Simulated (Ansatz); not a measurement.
AlSb (zinc blende)

```cif
data_Al4Sb4
_chemical_formula_sum 'Sb4 Al4'
_space_group_name_H-M_alt 'F-43m'
_space_group_IT_number 216
_space_group_name_Hall 'F -4 2 3'
_cell_length_a 6.15723
_cell_length_b 6.15723
_cell_length_c 6.15723
_cell_angle_alpha 90.000
_cell_angle_beta 90.000
_cell_angle_gamma 90.000
loop_
_atom_site_label
_atom_site_type_symbol
_atom_site_symmetry_multiplicity
_atom_site_Wyckoff_symbol
_atom_site_fract_x
_atom_site_fract_y
_atom_site_fract_z
_atom_site_occupancy
Sb1 Sb 4 c 0.25000 0.25000 0.25000 1
Al1 Al 4 a 0.00000 0.00000 0.00000 1
```
(The calculation used a cell of 2 atoms; values per cell refer to that cell.)

Two coordinates are scanned: the volume, and the ratio of the stretch along z (the conventional c axis) to the stretch across it. Atoms keep their fractional coordinates.

All values below come from PBEsol (plane waves to 420 eV, PAW, scalar-relativistic; Ansatz, an electronic-structure program). k mesh 13×13×13 (Γ-centred), Fermi-Dirac smearing 0.05 eV. E stands for the smeared free energy. Compression counts positive. AlSb was relaxed with its symmetry unable to fall. Spin-orbit coupling is left out, though Sb is heavy. The PAW data are Ansatz's earlier set. ΔE is measured from the relaxed starting cell.

ΔE (kJ/mol of atoms), with V/V₀ across and (c/a)/(c/a)₀ down:

```tsv
(c/a)/(c/a)₀ \ V/V₀	0.960	0.980	1.000	1.020	1.040
0.880	3.75	3.27	3.20	3.49	4.12
0.940	1.58	1.00	0.83	1.03	1.57
1.000	0.82	0.20	0.00	0.18	0.70
1.060	1.64	1.04	0.86	1.06	1.60
1.120	4.15	3.62	3.50	3.75	4.33
```

P (GPa), with V/V₀ across and (c/a)/(c/a)₀ down:

```tsv
(c/a)/(c/a)₀ \ V/V₀	0.960	0.980	1.000	1.020	1.040
0.880	2.00	0.77	-0.33	-1.32	-2.21
0.940	2.32	1.06	-0.07	-1.08	-1.99
1.000	2.41	1.14	0.01	-1.01	-1.93
1.060	2.33	1.08	-0.05	-1.07	-1.98
1.120	2.15	0.91	-0.20	-1.20	-2.09
```

Derived quantities:

The shear modulus C′ = (C11 − C12)/2 (fit, atoms clamped) comes out as 20 GPa. Lowest place on the grid: V/V₀ = 1.000, (c/a)/(c/a)₀ = 1.000 (0.0 meV/atom). Highest place on the grid: V/V₀ = 1.040, (c/a)/(c/a)₀ = 1.120 (44.9 meV/atom).

The 25 points together took very roughly 3 core-minutes.

(A scan under strain: stresses follow from slopes of the energy per volume, elastic moduli from its curvatures.)
